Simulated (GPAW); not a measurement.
Records of electronic-structure calculations.

### CaSe (Fm-3m): G0W0 with GPAW, start to end

It takes space group Fm-3m (No. 225, cubic). Conventional cell: a = 5.912 Å, b = 5.912 Å, c = 5.912 Å, α = 90.00°, β = 90.00°, γ = 90.00°. Nearest to Ca lie 6 Se at 2.96 Å. Se has 6 Ca at 2.96 Å nearest. Farther neighbours and most contacts between anions are not listed.

```
method               : DFT, PBE, plane waves, PAW (and 1 further level or step)
program              : GPAW 26.7.0
settings of one run  : cutoff 450 eV, GPAW PAW setups 1.2.1 data release, 4×4×4 k-mesh, nbands 473
cost                 : 3 runs, 79 s in all on 4 MPI ranks of Arm Neoverse V1, shared host (the runs of this entry)
notes                : The database entry behind the starting cell differs from later determinations by our own check (0.1 to 0.3 % short, probably kX units). The cell and positions come from the Crystallography Open Database and are kept as given unless a step says otherwise. Limits: no spin-orbit coupling. Bands and cutoff are finite, so the gap is not at the basis limit. The miss can reach some tenths of an eV and take either sign; the mesh is an error of its own. The 4×4×4 mesh is coarse for this cell, which bears on the long-range parts of exchange and screening.
PBE gap              : 2.05 eV, indirect
G0W0 gap on the mesh : 3.74 eV
GW settings          : 4×4×4 mesh, 215 bands, screening to 150 eV, Godby-Needs plasmon pole
known limits         : not at the basis limit; no spin-orbit coupling; coarse k mesh
```

G0W0 moves the gap on the mesh from 2.05 eV to 3.74 eV (+1.70 eV), with Z of 0.80 and 0.82 at the edges. Only 2 of the mesh's irreducible points were corrected, so a valley elsewhere could overtake.

[Paths, hosts, dates, memory and timing lines, banners, echoed tables and standing remarks are left out of the program output.]

[Logs are printed without paths, hosts, clocks, repeated set-up lines and the standing remarks that a program may print on its own settings, such as how far it seeks lower states.]

[Runs of the session that timed out or met a known fault of the program may be left out.]

[Hosts, paths, dates, database ids (printed as entryN), source tags and the programs' standing remarks are cut or masked in the printed files.]
